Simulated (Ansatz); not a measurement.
# Zirconium, fcc: HSE06 at the PBE geometry

How do the levels change when part of the exchange is made exact, and what does it cost? Spin polarisation is left out. The cell comes from an earlier PBE relaxation. Exact exchange is dear, so the k-mesh is coarse, and PBE is run on the same mesh for comparison.

Program: Ansatz 0.2.0. Level of theory: DFT, plane waves (420 eV) with PBE-made PAW files, scalar-relativistic; functionals as named at each step. These are calculated values, not measurements.

## (1) The starting structure

It takes space group Fm-3m (No. 225, cubic). The conventional cell has a = 4.528 Å, b = 4.528 Å, c = 4.528 Å, α = 90.00°, β = 90.00°, γ = 90.00°. Zr (site symmetry m-3m) is surrounded by 12 Zr at 3.20 Å.

Coordinates:

```cif
data_structure
_symmetry_space_group_name_H-M 'P 1'
_symmetry_Int_Tables_number 1
_cell_length_a 3.2017
_cell_length_b 3.2017
_cell_length_c 3.2017
_cell_angle_alpha 60.000
_cell_angle_beta 60.000
_cell_angle_gamma 60.000
_cell_volume 23.21
loop_
_atom_site_label
_atom_site_type_symbol
_atom_site_fract_x
_atom_site_fract_y
_atom_site_fract_z
_atom_site_occupancy
Zr1 Zr 0.00000 0.00000 0.00000 1
```

## (2) PBE on the coarse mesh

The run with PBE.

input.yaml

```yaml
crystal:
  lattice:
    - [0.0, 2.2639383882, 2.2639383882]
    - [2.2639383882, 0.0, 2.2639383882]
    - [2.2639383882, 2.2639383882, 0.0]
  atoms:
    - { symbol: Zr, position: [0.0, 0.0, 0.0] }
hamiltonian:
  xc: pbe
  pseudopotentials:
    kind: paw
    azcp:
      Zr: "pseudopotentials/Zr.paw.azcp"
basis:
  ecutwfc: 420
  fft_grid_basis: typed
kpoints:
  mp_grid: { grid: [6, 6, 6], shift: [0, 0, 0] }
magnetization:
  spin_polarized: false
scf:
  occupations: { method: fermi_dirac, width: 0.1 }
```

Run with:

```
> ansatz run input.yaml --threads 4 --pin off --max-ram 8192MiB --backend cpu --events-out ev --progress --plain --runs-dir out
```

## (3) HSE06 on the coarse mesh

The run with HSE06.

Changes to input.yaml since step 2:

```diff
@@ -8,3 +8,3 @@
 hamiltonian:
-  xc: pbe
+  xc: hse06
   pseudopotentials:
@@ -22 +22,6 @@
   occupations: { method: fermi_dirac, width: 0.1 }
+output:
+  write_density: true
+  write_potential: true
+  elf: true
+  volumetric_format: npy
```

(Steps that only read results are left out.)

**Question.** What will these runs give? Wanted: PBE: gap; HSE06: gap; HSE06: relative to hcp.

**Answer**, as computed:

```
                         quantity                         value
                         PBE: gap  none (levels filled in part)
                       HSE06: gap  none (levels filled in part)
HSE06: SCF cycles, exchange loops                         14, 2
 HSE06: CPU time over that of PBE                            17
           HSE06: relative to hcp                  +93 meV/atom
```

What this shows: Both PBE and HSE06 leave levels filled in part. HSE06 cost 17 times the CPU time of PBE. HSE06 needed 2 outer loops of the exchange operator. The dense-mesh value adds -11.6 meV/atom, the change that PBE shows between the coarse mesh and its own dense run (not shown). Under HSE06 it lies 93 meV/atom above hcp (computed apart in the same way); on such meshes a few tens of meV are uncertain for metals. Absolute energies differ from functional to functional, by eV per atom at times, and say nothing by themselves.
